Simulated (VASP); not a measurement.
# C (Fd-3m) in VASP: a series of runs, part 2 of 2

VASP 6.6.1. The steps go on from the part before.

## 3. Born charges and dielectric tensor, PBE

Input file INCAR:

```
SYSTEM = C
ALGO = Fast
EDIFF = 1E-8
ENCUT = 520
GGA = PE
IBRION = 8
ISIF = 2
ISMEAR = 0
LASPH = .True.
LCHARG = .False.
LEPSILON = .True.
LREAL = .False.
LWAVE = .False.
NELM = 80
NSW = 1
PREC = Accurate
SIGMA = 0.02
```

Input file KPOINTS:

```
k-points
0
Gamma
  20 20 20
  0 0 0
```

Input file POSCAR:

```
C                                       
1.0
    0.0000000000      1.7867132742      1.7867132742
    1.7867132742      0.0000000000      1.7867132742
    1.7867132742      1.7867132742      0.0000000000
  C             
     2
Direct
     0.0000000000000000    0.0000000000000000    0.0000000000000000
     0.2500000000000000    0.2500000000000000    0.2500000000000000
```

Potentials or basis: VASP PAW PBE potentials, release 64 (C).

Launch:

```
> cat potpaw_PBE.64/C/POTCAR > POTCAR
> mpirun -np 1 vasp_std > vasp.out
```

OUTCAR:

```text
SYSTEM = C
   EDIFF = 1E-8
   ENCUT = 520
   GGA = PE
   IBRION = 8
   ISIF = 2
   ISMEAR = 0
   LASPH = .True.
   LEPSILON = .True.
   LREAL = .False.
   NELM = 80
   NSW = 1
   PREC = Accurate

 ion  position               nearest neighbor table
   1  0.000  0.000  0.000-   2 1.55   2 1.55   2 1.55   2 1.55
   2  0.250  0.250  0.250-   1 1.55   1 1.55   1 1.55   1 1.55

  LATTYP: Found a face centered cubic cell.
 ALAT       =     3.5734265484

  Lattice vectors:

 A1 = (   0.0000000000,   1.7867132742,   1.7867132742)
 A2 = (   1.7867132742,   0.0000000000,   1.7867132742)
 A3 = (   1.7867132742,   1.7867132742,   0.0000000000)

Analysis of symmetry for initial positions (statically):
=====================================================================
 Subroutine PRICEL returns:
 Original cell was already a primitive cell.

 Routine SETGRP: Setting up the symmetry group for a
 face centered cubic supercell.

 Subroutine GETGRP returns: Found 48 space group operations
 (whereof 24 operations were pure point group operations)
 out of a pool of 48 trial point group operations.

The static configuration has the point symmetry T_d .
 The point group associated with its full space group is O_h .

Analysis of symmetry for dynamics (positions and initial velocities):
=====================================================================
 Subroutine PRICEL returns:
 Original cell was already a primitive cell.

 Routine SETGRP: Setting up the symmetry group for a
 face centered cubic supercell.

 Subroutine GETGRP returns: Found 48 space group operations
 (whereof 24 operations were pure point group operations)
 out of a pool of 48 trial point group operations.

The dynamic configuration has the point symmetry T_d .
 The point group associated with its full space group is O_h .

 Subroutine INISYM returns: Found 48 space group operations
 (whereof 24 operations are pure point group operations),
 and found     1 'primitive' translations

----------------------------------------------------------------------------------------

                                     Primitive cell

  volume of cell :      11.4076

  direct lattice vectors                    reciprocal lattice vectors
     0.000000000  1.786713274  1.786713274    -0.279843446  0.279843446  0.279843446
     1.786713274  0.000000000  1.786713274     0.279843446 -0.279843446  0.279843446
     1.786713274  1.786713274  0.000000000     0.279843446  0.279843446 -0.279843446

  length of vectors
     2.526794144  2.526794144  2.526794144     0.484703067  0.484703067  0.484703067

  position of ions in fractional coordinates (direct lattice)
     0.000000000  0.000000000  0.000000000
     0.250000000  0.250000000  0.250000000
[... 456 lines left out ...]
    -0.00035 -0.00000  0.00000
    -0.00000 -0.00035  0.00000
     0.00000  0.00000  0.00007

--------------------------------------- Ionic step        4  -------------------------------------------

 Free energy of the ion-electron system (eV)
  ---------------------------------------------------
  ---------------------------------------------------
  free energy    TOTEN  =        -0.11173455 eV

  energy without entropy =       -0.11173455

------------------------ aborting loop because EDIFF is reached ----------------------------------------

 INTERNAL STRAIN TENSOR  FOR ION    1  DIRECTION 1   (eV/Angst):
 -----------------------------------------------------------------------------
     0.00161  0.00000 -0.00000
    -0.00000 -0.00051  2.77710
     0.00000  2.77710 -0.00051

 MACROSCOPIC STATIC DIELECTRIC TENSOR (including local field effects in DFT)
 ------------------------------------------------------
           5.856895    -0.000000     0.000000
           0.000000     5.856895    -0.000000
           0.000000    -0.000000     5.856895
 ------------------------------------------------------

 PIEZOELECTRIC TENSOR (including local field effects)  for field in x, y, z        (e  Angst)
          XX          YY          ZZ          XY          YZ          ZX
  --------------------------------------------------------------------------------
  x     0.00000     0.00000     0.00000     0.00000     0.00000    -0.00000
  y     0.00000     0.00000     0.00000    -0.00000     0.00000     0.00000
  z     0.00000    -0.00000    -0.00000    -0.00000    -0.00000     0.00000

 PIEZOELECTRIC TENSOR (including local field effects)  for field in x, y, z        (C/m^2)
          XX          YY          ZZ          XY          YZ          ZX
  --------------------------------------------------------------------------------
  x     0.00000     0.00000     0.00000     0.00000     0.00000    -0.00000
  y     0.00000     0.00000     0.00000    -0.00000     0.00000     0.00000
  z     0.00000    -0.00000    -0.00000    -0.00000    -0.00000     0.00000

 BORN EFFECTIVE CHARGES (including local field effects) (in |e|, cummulative output)
 ---------------------------------------------------------------------------------
 ion    1
    1    -0.00000     0.00000     0.00000
    2     0.00000    -0.00000     0.00000
    3     0.00000     0.00000    -0.00000
 ion    2
    1     0.00000     0.00000     0.00000
    2     0.00000     0.00000     0.00000
    3     0.00000     0.00000     0.00000

 INTERNAL STRAIN TENSOR FOR ION    2 for displacements in x,y,z  (eV/Angst):
          X           Y           Z          XY          YZ          ZX
  --------------------------------------------------------------------------------
  x     0.00000    -0.00000    -0.00000    -0.00000    -2.77710     0.00000
  y     0.00000     0.00000     0.00000     0.00000    -0.00000    -2.77710
  z    -0.00000    -0.00000     0.00000    -2.77710     0.00000    -0.00000

 SECOND DERIVATIVES (NOT SYMMETRIZED)
 ------------------------------------
               1X          1Y          1Z          2X          2Y          2Z
  1X   -36.820029    0.000000    0.000000   36.820029    0.000000    0.000000
  1Y     0.000000  -36.820029    0.000000    0.000000   36.820029    0.000000
  1Z     0.000000    0.000000  -36.820029    0.000000    0.000000   36.820029
  2X    36.820029    0.000000    0.000000  -36.820029    0.000000    0.000000
  2Y     0.000000   36.820029    0.000000    0.000000  -36.820029    0.000000
  2Z     0.000000    0.000000   36.820029    0.000000    0.000000  -36.820029

 Eigenvectors and eigenvalues of the dynamical matrix
 ----------------------------------------------------

   1 f  =   38.709557 THz   243.219320 2PiTHz 1291.211839 cm-1   160.089793 meV
             X         Y         Z           dx          dy          dz
      0.000000  0.000000  0.000000     0.000000    0.152456    0.690476
      0.893357  0.893357  0.893357     0.000000   -0.152456   -0.690476
[... 16 lines left out ...]
   5 f  =    0.000000 THz     0.000000 2PiTHz    0.000000 cm-1     0.000000 meV
             X         Y         Z           dx          dy          dz
      0.000000  0.000000  0.000000     0.707107    0.000000    0.000000
      0.893357  0.893357  0.893357     0.707107    0.000000    0.000000

   6 f/i=    0.000001 THz     0.000004 2PiTHz    0.000020 cm-1     0.000002 meV
             X         Y         Z           dx          dy          dz
      0.000000  0.000000  0.000000     0.000000    0.185928    0.682225
      0.893357  0.893357  0.893357     0.000000    0.185928    0.682225

--------------------------------------------------------------------------------------------------------

 MACROSCOPIC STATIC DIELECTRIC TENSOR IONIC CONTRIBUTION
 ------------------------------------------------------
           0.000000     0.000000     0.000000
           0.000000     0.000000     0.000000
           0.000000     0.000000     0.000000
 ------------------------------------------------------

 ELASTIC MODULI CONTR FROM IONIC RELAXATION (kBar)
 Direction    XX          YY          ZZ          XY          YZ          ZX
 --------------------------------------------------------------------------------
 XX          -0.0000     -0.0000      0.0000     -0.0000      0.0000      0.0000
 YY          -0.0000     -0.0000     -0.0000     -0.0000     -0.0000      0.0000
 ZZ           0.0000     -0.0000     -0.0000      0.0000     -0.0000      0.0000
 XY          -0.0000     -0.0000      0.0000    -29.4180     -0.0000     -0.0000
 YZ           0.0000     -0.0000     -0.0000     -0.0000    -29.4180      0.0000
 ZX           0.0000      0.0000      0.0000     -0.0000      0.0000    -29.4180
 --------------------------------------------------------------------------------

 PIEZOELECTRIC TENSOR IONIC CONTR  for field in x, y, z        (C/m^2)
          XX          YY          ZZ          XY          YZ          ZX
  --------------------------------------------------------------------------------
  x     0.00000    -0.00000    -0.00000    -0.00000    -0.00000     0.00000
  y     0.00000     0.00000     0.00000     0.00000    -0.00000    -0.00000
  z    -0.00000    -0.00000     0.00000    -0.00000     0.00000    -0.00000
```

OSZICAR:

```text
N       E                     dE             d eps       ncg     rms          rms(c)
DAV:   1     0.783425384028E+00    0.78343E+00   -0.51776E+03  4216   0.100E+03
DAV:   2    -0.186885799702E+02   -0.19472E+02   -0.18264E+02  6416   0.114E+02
DAV:   3    -0.188136597440E+02   -0.12508E+00   -0.12508E+00  4416   0.119E+01
DAV:   4    -0.188138314910E+02   -0.17175E-03   -0.17175E-03  5968   0.473E-01
[... 13 lines left out ...]
RMM:   7    -0.111734514698E+00    0.36868E-05   -0.21675E-08 30397   0.718E-04    0.722E-05
RMM:   8    -0.111734837921E+00   -0.32322E-06   -0.19639E-08 30572   0.127E-04    0.190E-05
RMM:   9    -0.111734549447E+00    0.28847E-06    0.18657E-08 31091   0.358E-05    0.397E-06
RMM:  10    -0.111734547873E+00    0.15737E-08    0.11219E-09 29935   0.774E-06    0.421E-07
 Linear response finished
```

It took 3.6 min on 1 thread of Intel Xeon Platinum 8488C (Sapphire Rapids), shared host; peak memory 0.34 GiB.

What came out:

| Property | Result |
| --- | --- |
| Band gap on the k mesh | 4.12 eV, indirect (least direct gap 5.57 eV) |
| Electronic dielectric tensor (diagonal) | 5.86 |
| Born charges (mean of the diagonal) | C +0.00 e |
| Highest phonon frequency at Γ | 1291 cm⁻¹ |

Levels at points of the mesh, in eV from the valence-band top:
```
           k point  band 1  band 2  band 3  band 4  band 5  band 6  band 7  band 8
(0.00, 0.00, 0.00)  -21.40    0.00    0.00    0.00    5.57    5.57    5.57   13.20
(0.50, 0.00, 0.00)  -15.66  -13.31   -2.79   -2.79    8.44    8.44    8.77   15.65
(0.50, 0.50, 0.00)  -12.72  -12.72   -6.26   -6.26    4.75    4.75   16.72   16.72
```

Phonon frequencies in cm⁻¹ (negative: imaginary):
| q point | frequencies |
| --- | --- |
| (0.000, 0.000, 0.000) | 0 0 0 1291 1291 1291 |

Electronic dielectric tensor:
```
5.86 0.00 0.00
0.00 5.86 0.00
0.00 0.00 5.86
```

Born effective charge tensors (e):
atom 1, C
```
0.00 0.00 0.00
0.00 0.00 0.00
0.00 0.00 0.00
```
atom 2, C
```
0.00 0.00 0.00
0.00 0.00 0.00
0.00 0.00 0.00
```
